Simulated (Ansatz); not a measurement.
# Zn under changes of volume

One of the cells (15.330 Å³/atom); the others are scaled copies at fixed shape and fractional positions:

```xyz
2
Lattice="2.6700 0.0000 0.0000 -1.3350 2.3123 0.0000 0.0000 0.0000 4.9660" Properties=species:S:1:pos:R:3 pbc="T T T"
Zn    1.3350    0.7708    3.7245
Zn    0.0000    1.5415    1.2415
```

- Program: Ansatz 0.2.0
- Functional: PBE0
- Potentials or basis: Ansatz PAW
- Cutoff: 420 eV (not typed: the program's choice for these potentials)
- k mesh: 8 × 8 × 4
- Occupations: fermi-dirac, width 0.05 eV
- Spin: no spin polarisation

| volume (Å³/atom) | energy over the lowest point (meV/atom) | pressure (GPa) |
| --- | --- | --- |
| 14.410 | ? | ? |
| 14.716 | 3.32 | 2.6 |
| 15.023 | 0.05 | 0.8 |
| 15.330 | 0.00 | -0.7 |
| 15.636 | 2.82 | -2.1 |
| 15.943 | 8.09 | -3.4 |
| 16.249 | 15.62 | -4.5 |

Task: What does the run at 14.410 Å³/atom give?

Result: Energy over the lowest point 10.20 meV/atom; pressure 4.6 GPa.

Worked out: A Birch-Murnaghan fit of order 3 (a polynomial in V^(-2/3)) to the other rows has its minimum at 15.18 Å³/atom with B0 = V·E''(V) = 78 GPa and B' = 5.1 at fixed shape and positions, which overstates the stiffness. It gives 10.20 meV/atom at 14.410 Å³/atom, against the run's 10.20, and -dE/dV = 4.6 GPa, against 4.6.

Energies are extrapolated to zero smearing.

Caveats: the PAW data sets come from PBE, with cores solved anew for the run's functional, which leaves a small shift of forces and pressure; the thresholds are loose for stress.
